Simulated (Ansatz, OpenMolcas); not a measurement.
## Exact exchange and the HOMO–LUMO gap of C4H6 (Bicyclo[1.1.0]butane)

C4H6: 10 atoms, total charge 0, spin state singlet. SMILES: `C1C2CC12`. The coordinates come from a PBE0-D4/def2-TZVP relaxation.

The HOMO–LUMO gap y, in eV, basis cc-pVDZ; a is the functional's share of exact exchange. Programs: Ansatz 0.2.0, OpenMolcas 26.06.

```
functional     program     a  y (eV)
       PBE      Ansatz     0    7.04
    r2SCAN  OpenMolcas     0    7.87
     B3LYP  OpenMolcas   0.2    8.59
      PBE0  OpenMolcas  0.25       ?
     BHLYP  OpenMolcas   0.5   11.00
```

Task: Fit y = c + s·a to the known rows and predict PBE0.

Result: 
1. Means of the 4 rows: a = 0.1750, y = 8.625.
2. Σ(Δa)² = 0.1675, Σ(Δa·Δy) = 1.1805, so the slope is 1.1805/0.1675 = 7.0478.
3. Intercept: 8.625 − (7.0478) × 0.1750 = 7.392. The largest residual of the fit is 0.48.
4. PBE0: 7.392 + (7.0478) × 0.25 = 9.15 eV.

The run gave 9.17 eV, so the prediction is off by -0.02 eV, within the scatter of the fit. Exact exchange lowers occupied levels and raises empty ones. The rows mix families of semi-local functionals, which the line can't see.
